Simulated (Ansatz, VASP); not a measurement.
# Pt: VASP beside Ansatz

```
Pt
1.0
     2.77186    0.00000    0.00000
     1.38593    2.40050    0.00000
     0.00000    0.00000   29.57928
Pt
7
Cartesian
  0.0000 0.0000 7.8002
  1.3859 0.8002 10.1486
  2.7719 1.6003 12.4696
  0.0000 0.0000 14.7896
  1.3859 0.8002 17.1097
  2.7719 1.6003 19.4306
  0.0000 0.0000 21.7790
```

Alike in both runs: functional PBE; k mesh 16 × 16 × 1; occupations gaussian, width 0.05 eV; no spin polarisation.

Ansatz relaxed the structure, and its values are those at the end. VASP's run is a single point on that final structure, the one shown.

|  | VASP | Ansatz |
| --- | --- | --- |
| version | VASP 6.6.1 | Ansatz 0.2.0 |
| potentials or method | VASP PAW PBE potentials, release 64 (Pt) | scalar-relativistic, plane waves, PAW |
| plane-wave cutoff (eV) | 520 | 420 |
| valence electrons in the cell | 70 | 126 |

Ansatz gave:

```
gap on the k mesh at the Fermi level (eV) : none
rms of the force components (eV/Å)        : 0.000
```

Question: What did VASP give for the same quantities?

Answer: gap on the k mesh at the Fermi level (eV): none; rms of the force components (eV/Å): 0.007.

A gap of «none» marks a metal or a gap that the smearing closes. The two sets of potentials don't hold the same shells in valence. Ansatz warned: «xc_potential_rough_in_thin_density».

Spin-orbit coupling is left out, which matters for the levels of Pt.
